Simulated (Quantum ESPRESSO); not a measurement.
The system is Cu.

```
CELL_PARAMETERS angstrom
-1.44279 1.44279 1.37608
1.44279 -1.44279 1.37608
1.44279 1.44279 -1.37608
ATOMIC_POSITIONS crystal
Cu 0.00000 0.00000 0.00000
```

This isn't the form of Cu at room conditions, which is fcc.

| Item | Value |
| --- | --- |
| Program | Quantum ESPRESSO 7.5 |
| Task | single point |
| Functional | PBEsol |
| Potentials or basis | GBRV 1.5 PBEsol |
| Cutoff | 762 eV |
| Density cutoff | 6095 eV |
| k mesh | 13 × 13 × 13 |
| Occupations | fermi-dirac, width 0.05 eV |
| Spin | no spin polarisation |

On this cell: pressure -1.3 GPa; band gap on the k mesh none (metal or under the smearing width).

The same run follows on a disturbed copy (cell strained at random at fixed volume):

```xyz
1
Lattice="-1.4108 1.4416 1.3667 1.3919 -1.4546 1.3605 1.4610 1.5047 -1.3803" Properties=species:S:1:pos:R:3 pbc="T T T"
Cu   -0.0015    0.0446    0.0097
```

Task: What changes?

Result: The energy (extrapolated to zero smearing) moves by +4.8 meV/atom; pressure -0.9 GPa; band gap on the k mesh none (metal or under the smearing width).

Stress tensor (GPa, compression positive):
```
-2.19 -4.46  1.36
-4.46  0.13  0.90
 1.36  0.90 -0.70
```
